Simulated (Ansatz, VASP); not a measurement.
**Al: VASP beside Ansatz**

Contents of INCAR:

```
SYSTEM = Al
  ALGO = Normal
  EDIFF = 1E-7
  ENCUT = 520
  GGA = PS
  ISIF = 2
  ISMEAR = -1
  LASPH = .True.
  LCHARG = .True.
  LELF = .True.
  LREAL = .False.
  LVHAR = .True.
  LWAVE = .False.
  NBANDS = 8
  NELM = 60
  PREC = Accurate
  SIGMA = 0.1
```

Contents of KPOINTS:

```
k-points
0
Gamma
  22 22 22
  0 0 0
```

The input POSCAR:

```
Al
1.0
    0.0000000000      2.0337760931      2.0337760931
    2.0337760931      0.0000000000      2.0337760931
    2.0337760931      2.0337760931      0.0000000000
Al
1
Direct
    0.0000000000      0.0000000000      0.0000000000
```

Input for Ansatz:

```yaml
crystal:
  lattice:
    - [0.0, 2.0337760931, 2.0337760931]
    - [2.0337760931, 0.0, 2.0337760931]
    - [2.0337760931, 2.0337760931, 0.0]
  atoms:
    - { symbol: Al, position: [0.0, 0.0, 0.0] }
hamiltonian:
  xc: pbesol
  pseudopotentials:
    kind: paw
    azcp:
      Al: "pseudopotentials/Al.paw.azcp"
basis:
  ecutwfc: 420
  fft_grid_basis: typed
kpoints:
  mp_grid: { grid: [22, 22, 22], shift: [0, 0, 0] }
magnetization:
  spin_polarized: false
scf:
  occupations: { method: fermi_dirac, width: 0.1 }
output:
  stress: true
```

Alike in both runs: task single point; functional PBEsol; k mesh 22 × 22 × 22; occupations fermi-dirac, width 0.1 eV; no spin polarisation.

```csv
,VASP,Ansatz
version,VASP 6.6.1,Ansatz 0.2.0
potentials or method,"VASP PAW PBE potentials, release 64 (Al)","plane waves (420 eV) with PAW, scalar-relativistic"
plane-wave cutoff (eV),520,420
valence electrons in the cell,3,3
```

|  | VASP | Ansatz | Ansatz less VASP |
| --- | --- | --- | --- |
| pressure (GPa) | -2.9 | -2.9 | -0.05 |

With one functional, cell and mesh, what is left measures potentials, basis and numerics. Ansatz warned: «pseudo_functional_mismatch».

Caveats: the PAW data sets were made with another functional, which shifts forces and pressure a little (VASP).
